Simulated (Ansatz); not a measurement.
Crystal: FeO (Wuestite).

```
CELL_PARAMETERS angstrom
1.51882 0.87689 2.51958
-1.51882 0.87689 2.51958
0.00000 -1.75378 2.51958
ATOMIC_POSITIONS crystal
Fe 0.00000 0.00000 0.00000
O 0.50000 0.50000 0.50000
```

Base run:

* Program: Ansatz 0.2.0
* Functional: PBE
* Potentials or basis: all-electron LAPW, scalar-relativistic
* Cutoff: 348 eV
* Density cutoff: 1392 eV
* Basis error allowed: 0.001 eV/atom
* k mesh: 11 × 11 × 11
* Occupations: fermi-dirac, width 0.05 eV
* Spin: collinear spin, ferromagnetic start
* Starting moments: [3.0, 0.0] μB

Its results: pressure -1.3 GPa; net moment 4.00 μB per cell; site moments Fe +3.63; O +0.32 μB.

Task: The run is repeated on the same cell with these changes: functional from PBE to LDA. What comes out?

Result: Pressure -16.4 GPa; net moment 4.00 μB per cell; site moments Fe +3.59; O +0.34 μB.

LDA binds more tightly than PBE, so the same cell stands under less pressure.

Caveats: a cell with one magnetic atom can't hold antiferromagnetic order, which such compounds often take.

Not every run made on this cell is shown here.
